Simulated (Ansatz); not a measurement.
**CaSe (wurtzite): gap against strain (isotropic on every length)**

Wurtzite CaSe (it has left that coordination), relaxed with r2SCAN in the PAW code Ansatz, then strained (isotropic on every length; changes of length per length, axes as in the cell below) with the atoms relaxed again within the symmetry that is left. The symmetry is P6_3/mmc (No. 194, hexagonal); conventional cell a = 5.006 Å, c = 5.876 Å, 31.87 Å³ an atom. Around Ca lie 5 Se at 2.89–2.94 Å; around Se lie 5 Ca at 2.89–2.94 Å. The cell started from the wurtzite prototype, but the relaxation took it to the higher symmetry P6_3/mmc (No. 194), so the name no longer describes it. These are computed values for a spin-unpolarised cell that may be hypothetical; none is a measurement.

```
CELL_PARAMETERS angstrom
5.00560 0.00000 0.00000
-2.50280 4.33497 0.00000
0.00000 0.00000 5.87573
ATOMIC_POSITIONS crystal
Ca 0.33333 0.66667 0.93750
Ca 0.66667 0.33333 0.43750
Se 0.33333 0.66667 0.43750
Se 0.66667 0.33333 0.93750
```

Gaps are the least over each mesh (PBE 6×6×4, r2SCAN 6×6×4 when unstrained) and the special points, which keep their unstrained names; stress is the change from the unstrained cell, compression positive.

```tsv
strain (%)	gap, PBE (eV)	gap, r2SCAN (eV)	edges, r2SCAN	mean stress, r2SCAN (GPa)	energy rise, r2SCAN (meV/atom)
-3.0	2.250	2.687	Γ → K	+4.46	35.8
-0.5	2.423	2.864	Γ → K	+0.63	0.9
0.0	2.453	2.894	Γ → K	0.00	0.0
+2.5	2.435	2.912	Γ	-2.59	21.1
```

With r2SCAN the edges change from Γ → K (indirect) to Γ (direct) between 0.0 and +2.5 %. With PBE the edges change from Γ → K (indirect) to Γ (direct) between 0.0 and +2.5 %.

Spin-orbit coupling is left out.
